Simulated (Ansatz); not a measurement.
Set up this calculation in Ansatz 0.2.0, as an ASE script.

```
Task                : elastic constants
Functional          : PBEsol
Potentials or basis : JTH PAW
Cutoff              : 1800 eV
Density cutoff      : 7200 eV
k mesh              : 6 × 6 × 6
Occupations         : fixed
Spin                : no spin polarisation
Driver              : calculator
Delta               : 0.005
Atoms under strain  : clamped
```

The structure of MoS2 lies in MoS2.cif:

```cif
data_MoS2
_cell_length_a 3.16000000
_cell_length_b 3.16000000
_cell_length_c 18.45000000
_cell_angle_alpha 90.00000000
_cell_angle_beta 90.00000000
_cell_angle_gamma 120.00000000
_space_group_name_H-M_alt 'R3m'
_space_group_name_Hall 'R 3 -2"'
_space_group_IT_number 160
loop_
_space_group_symop_operation_xyz
'x,y,z'
'-y,x-y,z'
'-x+y,-x,z'
'-y,-x,z'
'-x+y,y,z'
'x,x-y,z'
'x+2/3,y+1/3,z+1/3'
'-y+2/3,x-y+1/3,z+1/3'
'-x+y+2/3,-x+1/3,z+1/3'
'-y+2/3,-x+1/3,z+1/3'
'-x+y+2/3,y+1/3,z+1/3'
'x+2/3,x-y+1/3,z+1/3'
'x+1/3,y+2/3,z+2/3'
'-y+1/3,x-y+2/3,z+2/3'
'-x+y+1/3,-x+2/3,z+2/3'
'-y+1/3,-x+2/3,z+2/3'
'-x+y+1/3,y+2/3,z+2/3'
'x+1/3,x-y+2/3,z+2/3'
loop_
_atom_site_label
_atom_site_type_symbol
_atom_site_symmetry_multiplicity
_atom_site_Wyckoff_symbol
_atom_site_fract_x
_atom_site_fract_y
_atom_site_fract_z
_atom_site_occupancy
Mo1 Mo 3 a 0.0000000000 0.0000000000 0.0000000000 1
S1 S 3 a 0.3333333333 0.6666666667 0.0836666667 1
S2 S 3 a 0.0000000000 0.0000000000 0.2500000000 1
```

Measurements of this composition are mostly on another form, of space group No. 194.

The input as run:

run.py

```python
import json

import ase.io
import numpy as np
import spglib
from ase.calculators.calculator import CalculationFailed, Calculator
from ase.stress import full_3x3_to_voigt_6_stress
from ase.units import GPa

import ansatz as az

class AnsatzCalculator(Calculator):
    implemented_properties = ["energy", "free_energy", "forces", "stress", "magmom"]

    def calculate(self, atoms, properties, system_changes):
        super().calculate(atoms, properties, system_changes)
        structure = atoms.copy()
        structure.set_constraint()
        structure.set_momenta(None)
        structure.set_masses(None)
        outcome = (
            az.Crystal.from_ase(structure)
            .calculation()
            .basis(xc_grid=2)
            .kpoints(6, 6, 6)
            .functional("pbesol")
            .pseudopotentials(kind="paw", source="jth", xc_functional="pbe")
            .scf(tolerance=2e-10)
            .occupations(method="fixed")
            .forces()
            .stress()
            .run(threads=2)
        )
        if not outcome.report["converged"]:
            raise CalculationFailed("SCF not converged")
        report = outcome.report
        self.results = {
            "free_energy": report["lagrangian_ev"],
            "energy": report["lagrangian_ev"],
            "forces": np.array(report["forces_ev_ang"]),
            "stress": -GPa * full_3x3_to_voigt_6_stress(report["stress_gpa"]),
            "magmom": report["magnetization_mub"],
        }

np.set_printoptions(precision=5, suppress=True, linewidth=110)
atoms = ase.io.read("MoS2.cif")
cell, frac, numbers = spglib.find_primitive((atoms.cell[:], atoms.get_scaled_positions(), atoms.numbers), symprec=1e-5)
atoms = ase.Atoms(numbers, cell=cell, scaled_positions=frac, pbc=True)
atoms.calc = AnsatzCalculator()
cell = atoms.cell[:].copy()
pairs = [(0, 0), (1, 1), (2, 2), (1, 2), (0, 2), (0, 1)]
C = np.zeros((6, 6))
for j, (a, b) in enumerate(pairs):
    stress = []
    for e in (0.005, -0.005):
        strain = np.eye(3)
        strain[a, b] += e if a == b else e / 2
        strain[b, a] = strain[a, b]
        atoms.set_cell(cell @ strain, scale_atoms=True)
        stress.append(atoms.get_stress())
    C[:, j] = (stress[0] - stress[1]) / (2 * 0.005) / GPa
print("clamped-ion stress-strain coefficients (GPa, Voigt)", C.round(1), sep="\n")
print(f"Voigt bulk modulus {(C[:3, :3].sum()) / 9:.1f} GPa")
json.dump({"C": C.tolist()}, open("results.json", "w"))
```

Potentials or basis: JTH PAW.

Command:

```sh
$ python run.py
```

Results of the run:

| Quantity | Value |
| --- | --- |
| Voigt bulk modulus | 157 GPa |

Caveat: the k mesh is coarse (spacing up to 0.39 Å⁻¹), so the values aren't converged.

Run time: 6.3 min on 2 threads of Arm Neoverse V1, with other jobs on the host, peak memory 1.2 GiB.
